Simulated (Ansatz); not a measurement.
The system is Sb.

```
Sb
1.0
     0.00000    2.37124    2.37124
     2.37124    0.00000    2.37124
     2.37124    2.37124    0.00000
Sb
1
Cartesian
  0.0000 0.0000 0.0000
```

This isn't the form of Sb at room conditions, which is rhombohedral.

A run of Ansatz 0.2.0 on this cell left the log below. Logs are shortened: lines on timing, memory, paths and dates and some standing lists are left out, and cuts for length are marked.

```text
Warning: output.stress: scf.convergence.dr2_threshold = 1e-7 eV (the SCF's general default) is looser than the 1e-10 eV advised for a printed stress (1e-10 eV for each atom of the cell: 1). What an SCF threshold leaves in a stress goes as its square root, and in the free energy as the threshold itself, and one threshold admits the most on a small cell: of the crystals measured, under no hybrid functional and no lock of the moments, on runs that ended without the residual-converged pass, on stresses that held no estimate of that error, the worst erred by over 100 MPa in a component at 1e-7 eV an atom and by under 5 at 1e-10. Set scf.convergence.dr2_threshold to 1e-10 eV or tighter. The threshold is an SCF's pass mark: one that does not reach it within its budget of iterations ends unconverged, or closes short of it on a stop that the run arms, and scf.convergence.dr2_threshold's page says what that costs each kind of run
Warning: output.stress: scf.exx.energy_threshold = 1e-6 eV is looser than the 1e-8 eV advised for a stress under a hybrid functional (1e-8 eV for each atom of the cell: 1). Every SCF of the exchange loop can meet its threshold on dr2 while the loop round them stops early: no threshold on dr2 bounds what that leaves in the stress. Set scf.exx.energy_threshold to 1e-8 eV or tighter. The threshold is the loop's pass mark: a loop that does not reach it within its budget of cycles ends unconverged, and scf.exx.energy_threshold's page has the law
Warning: RAYON_NUM_THREADS=2 ignored (pool sized by the plan → 2); use --threads N
Engine: ansatz 0.2.0, aarch64-unknown-linux-gnu
Pseudopotentials: kind: paw
Pseudopotential: Sb, paw, valence charge 15, recommended cutoff 500 eV (meta_gga), Sb.paw.azcp
Functional definition: unnamed
  parameter a_1 = 0.5
  exchange = (1 - a_1)*r2scan_x + a_1*exact_x
  correlation = r2scan_c
Crystal: 1 atoms, lattice volume = 26.666 Å³
Basis set: ecut = 500 eV, 645 PW (Γ), exchange–correlation on 100×100×100 points (64 copies of the dense FFT grid, shifted against one another)
Bands: 12, of which v1, the nominal top of the filled ones, is band 8 counted from 1 (7 counted from 0)
Symmetry: 48 space group operations
Space group: Fm-3m (ITA 225), of the structure as read, at distance tolerance 3.0e-5 Å
k-points: 16 of 216
Non-local potential: Sb, projectors of the file, l = 0: 2, l = 1: 2, l = 2: 2, l = 3: 2
PAW form: soft (Blöchl's): semilocal exchange-correlation on the pseudo side does not see the compensation charge
PAW frozen core: Sb, regenerated for the run's functional, and the local potential with it (the file was generated under x = pbe(κ = 0.804, μ = 0.2195149727645171), c = pbe(β = 0.06672455060314922))
PAW one-centre angular grid: Sb, 590 points (default); XC on 160 Gauss nodes
Initial density: superposition of atomic densities (neutral atoms: chi_scale 0, normalization atom), corrected by the library's trained network
Initial wavefunctions: pseudopotential atomic-orbital guess
Functional: x = r2scan, c = r2scan; τ floored in thin density (d = 2e-4 eV/Å³), warm-up for x = 0.5 r2scan + 0.5 exact, c = r2scan; τ floored in thin density (d = 2e-4 eV/Å³)
SCF iter   1: F=—  HF=-6498.679248 eV  |F-HF|=—  |Δ(HF+E_count)|=         —  Δρ=4.06e-3  dr2=1.53e-3  dr2_τ=2.07e-4  ethr=1.77e-3  ⟨swp⟩=10.2  Hψ=939  notcnv=0
preconditioner: auto → none  [insulator: Δε(μ)=0.235 eV  Ē_g=13.451 eV  σ=0.050 eV  W_gap=0.53  n_scr=8 (ndim 8)  ℏωp=16.1 eV  f_vac=0.000  D(μ)=1.78/eV (n_scr^D=14)]
SCF iter   2: F=—  HF=-6498.685084 eV  |F-HF|=—  |Δ(HF+E_count)|=   5.84e-3  Δρ=1.81e-3  dr2=2.73e-4  dr2_τ=9.05e-6  ethr=1.02e-5  ⟨swp⟩=3.9  Hψ=527  notcnv=0  defer=10
[... 43 lines left out ...]
Frozen-core exchange: fock
Harris-Foulkes:  -6498.347190 eV  (|F-HF|=3.42e-9)
Internal energy: -6498.339838 eV  (E = F + TS)
E sigma→0 (E₀):  -6498.343514 eV
Entropy (-TS):   -0.007351 eV (-7.351 meV/atom)
Fermi energy:    11.952800 eV
--- Per-component energies (eV) ---
  E_band       = -219.015748
  E_kinetic    = 205.344160
  E_local      = -1421.770011  (includes V_loc(G=0)·N_el)
  E_nonlocal   = 360.374446
  E_hartree    = 651.668536
  E_xc         = -70.861515
  E_vxc        = -56.300234  (∫ρ·V_xc dr)
  E_exx        = -92.943157  (= α·E_x^exact, valence–valence)
  E_paw        = -4564.325353  (= ΣΔE_a)
  E_vpaw       = -427.147947  (= ΣTr[D̂ρ^β])
  E_aug_tail   = -0.000001  (compensation charges beyond the density's cutoff)
  E_vtau       = 3.034553  (kinetic-family band-sum trace: ∫τ·v_τ [+ j·A + Jᵃ·Aᵃ] dr)
  E_ewald      = -1566.118529
  E_core_change = 0.291585  (= ΣΔE_core)
  E_smearing   = -0.007351  (= −TS)
  E_closure    = -0.000000  (closes the sum)
  Σ components = -6498.347190   (vs F -6498.347190, Δ=0.00e0)
--- Forces (eV/Å), atoms counted from 1 ---
  atom   1  Sb    -0.00000000     0.00000000     0.00000000
  max |Σ_I F_I| component: 2.05e-31 eV/Å
--- Stress (GPa, compression-positive) ---
       -2.533096       0.000000      -0.000000
        0.000000      -2.533096      -0.000000
       -0.000000      -0.000000      -2.533096
  P = ⅓ Tr σ = -2.5331 GPa (-25.331 kbar)
--- Band table (eV; the first three rows and the last of 16) ---
  k-point 0: bands = ["-24.0403", "-24.0403", "-24.0403", "-23.9892", "-23.9892", "-5.6374", "19.3773", "19.3773", "19.3773", "24.3892", "24.6976", "24.6976"]
  k-point 1: bands = ["-24.0389", "-24.0297", "-24.0297", "-23.9876", "-23.9876", "-4.9266", "14.3952", "18.5862", "18.5862", "22.7107", "25.7353", "25.7353"]
  k-point 2: bands = ["-24.0365", "-24.0289", "-24.0289", "-23.9631", "-23.9631", "-2.8894", "6.9773", "17.6376", "17.6376", "22.2856", "24.2890", "24.2890"]
  k-point 15: bands = ["-24.0537", "-24.0338", "-23.9756", "-23.9647", "-23.9363", "1.8647", "5.3911", "8.5420", "9.6313", "21.6189", "22.1742", "28.9688"]
```

Problem. What input gives this log?

Solution. Single point with r2SCAN0 form with a typed share of exact exchange, no spin polarisation. The files as run (others can give the same):

input.yaml
```yaml
crystal:
  lattice:
    - [0.0, 2.3712425216, 2.3712425216]
    - [2.3712425216, 0.0, 2.3712425216]
    - [2.3712425216, 2.3712425216, 0.0]
  atoms:
    - { symbol: Sb, position: [0.0, 0.0, 0.0] }
hamiltonian:
  xc: { exchange: r2scan, correlation: r2scan, exx: { coeff: 0.5 } }
  pseudopotentials: { kind: paw }
kpoints:
  mp_grid: { grid: [6, 6, 6] }
scf:
  occupations: { method: fermi_dirac, width: 0.05 }
output:
  forces: true
  stress: true
  eigenvalues: true
```

Potentials or basis: Ansatz PAW.
The run is started by
```console
$ ansatz run input.yaml --threads 2 --pin off --max-ram 5632MiB --backend cpu --events-out ev --progress --plain --runs-dir out
```

Caveat: the k mesh is coarse (spacing up to 0.38 Å⁻¹), so the values aren't converged, least of all with exact exchange; the PAW data sets come from PBE, with cores solved anew for the run's functional, which leaves a small shift of forces and pressure; the thresholds are loose for stress.
